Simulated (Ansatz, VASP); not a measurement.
Given: the input of a run of Ansatz 0.2.0 on Ag (Silver). 

The input input.yaml:

```yaml
crystal:
  lattice:
    - [0.0, 2.04275, 2.04275]
    - [2.04275, 0.0, 2.04275]
    - [2.04275, 2.04275, 0.0]
  atoms:
    - { symbol: Ag, position: [0.0, 0.0, 0.0] }
kpoints:
  mp_grid: { grid: [11, 11, 11] }
scf:
  occupations: { method: fermi_dirac, width: 0.05 }
hamiltonian:
  xc: revpbe
  dispersion: d3bj
  pseudopotentials: { kind: all_electron, lapw: { basis_error: 0.001 } }
output:
  forces: true
  stress: true
relax:
  f_tol: 0.02
  max_steps: 60
  cell: {}
```

Potentials or basis: all-electron LAPW, scalar-relativistic.

Run with:

```bash
$ ansatz run input.yaml --threads 1 --pin off --max-ram 3072MiB --backend cpu --events-out ev --progress --plain --runs-dir out
```

Q: What does the same run look like in VASP 6.6.1? Potentials or basis there: PBE PAW files Ag, 600 eV.

A: As run (cutoffs and basis follow the program's own potentials, and thresholds, step limits or extra output files can differ):

File INCAR:

```
PREC = Accurate
ENCUT = 600
EDIFF = 1E-7
ISMEAR = -1
SIGMA = 0.05
LREAL = False
LASPH = True
NELM = 100
ALGO = Fast
ISIF = 3
LWAVE = False
LCHARG = False
GGA = RE
IVDW = 12
IBRION = 2
NSW = 40
EDIFFG = -0.005
```

The input KPOINTS:

```
regular mesh
0
Gamma
  11 11 11
```

POSCAR

```
Ag
1.0
    0.0000000000      2.0427500000      2.0427500000
    2.0427500000      0.0000000000      2.0427500000
    2.0427500000      2.0427500000      0.0000000000
Ag
1
Direct
    0.0000000000      0.0000000000      0.0000000000
```

Potentials or basis: VASP PAW PBE potentials, release 64 (Ag).

The run is started by

```sh
$ cat potpaw_PBE.64/Ag/POTCAR > POTCAR
$ mpirun -np 1 vasp_std > vasp.out
```

Both were run:

|  | Ansatz | VASP |
| --- | --- | --- |
| Relaxed volume | 16.48 Å³/atom | 16.46 Å³/atom |
| Relaxed cell | a = 2.857 Å, b = 2.857 Å, c = 2.857 Å, α = 60.00°, β = 60.00°, γ = 60.00° | a = 2.855 Å, b = 2.855 Å, c = 2.855 Å, α = 60.00°, β = 60.00°, γ = 60.00° |
| Space group after relaxing | Fm-3m (No. 225) | Fm-3m (No. 225) |
| Pressure after relaxing | 0.0 GPa | 0.0 GPa |

VASP's potentials were made for PBE.

Where Ansatz's input types no cutoff or centring, it takes its own default and a Γ-centred mesh.

Pressure is positive in compression.
